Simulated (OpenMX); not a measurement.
**Pb in OpenMX: the effect of biaxial strain**

Pb:

```
CELL_PARAMETERS angstrom
2.91706 -1.68031 0.00000
2.91706 1.68031 0.00000
-2.03084 0.00000 6.09522
ATOMIC_POSITIONS crystal
Pb 0.90851 0.90851 0.72629
Pb 0.09149 0.09149 0.27371
```

This isn't the form of Pb at room conditions, which is fcc.

Alike in all runs:

- Program: OpenMX 3.8.5
- Task: single point
- Functional: PBE
- Potentials or basis: OpenMX 2013 PBE set, Pb8.0-s3p2d2f1, grid cutoff 500 Ry
- k mesh: 7 × 7 × 5
- Occupations: fermi-dirac, width 0.05 eV
- Spin: no spin polarisation

| biaxial strain | pressure (GPa) | largest force (eV/Å) |
| --- | --- | --- |
| -4 % | 5.9 | 0.27 |
| -2 % | 3.4 | 0.19 |
| 0 % | 1.5 | 0.11 |
| 2 % | ? | ? |
| 4 % | -1.3 | 0.13 |

Problem. What does the run with biaxial strain 2 % give?

Solution. Pressure -0.1 GPa; largest force 0.02 eV/Å.

Worked out: A parabola through the other rows of the pressure, of slope -0.687 GPa per % there, gives -0.1 GPa, against the run's -0.1. A parabola through the other rows of the largest force, of slope 0.00214 eV/Å per % there, gives 0.10 eV/Å, against the run's 0.02.

Caveats: the basis of atomic orbitals isn't converged, which shifts pressures, moduli and gaps.
